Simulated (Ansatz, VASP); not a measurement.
# Y: VASP beside Ansatz

INCAR

```
PREC = Accurate
ENCUT = 520
EDIFF = 1E-6
ISMEAR = -1
SIGMA = 0.03
LREAL = False
LASPH = True
NELM = 80
ALGO = Normal
ISIF = 2
LWAVE = False
LCHARG = False
GGA = PE
NBANDS = 12
```

The input KPOINTS:

```
regular mesh
0
Gamma
  12 12 12
```

The input POSCAR:

```
Y
1.0
    0.0000000000      2.4890064356      2.4890064356
    2.4890064356      0.0000000000      2.4890064356
    2.4890064356      2.4890064356      0.0000000000
Y
1
Direct
    0.0000000000      0.0000000000      0.0000000000
```

Input for Ansatz:

```yaml
crystal:
  lattice:
    - [0.0, 2.4890064356, 2.4890064356]
    - [2.4890064356, 0.0, 2.4890064356]
    - [2.4890064356, 2.4890064356, 0.0]
  atoms:
    - { symbol: "Y", position: [0.0, 0.0, 0.0] }
kpoints:
  mp_grid: { grid: [12, 12, 12] }
scf:
  occupations: { method: fermi_dirac, width: 0.03 }
hamiltonian:
  xc: pbe
  pseudopotentials: { kind: all_electron, lapw: { basis_error: 0.0005 } }
output:
  forces: true
  stress: true
  eigenvalues: true
```

Change from the starting cell: volume scaled by 0.95.

Alike in both runs: task single point; functional PBE; k mesh 12 × 12 × 12; occupations fermi-dirac, width 0.03 eV; no spin polarisation.

|  | VASP | Ansatz |
| --- | --- | --- |
| version | VASP 6.6.1 | Ansatz 0.2.0 |
| potentials or method | VASP PAW PBE potentials, release 64 (Y_sv) | all-electron LAPW, scalar-relativistic |
| plane-wave cutoff (eV) | 520 | see its input |

```csv
,VASP,Ansatz,Ansatz less VASP
pressure (GPa),2.0,2.2,+0.14
```

Ansatz ran all-electron here, so the differences hold the error of VASP's frozen core and of both bases.
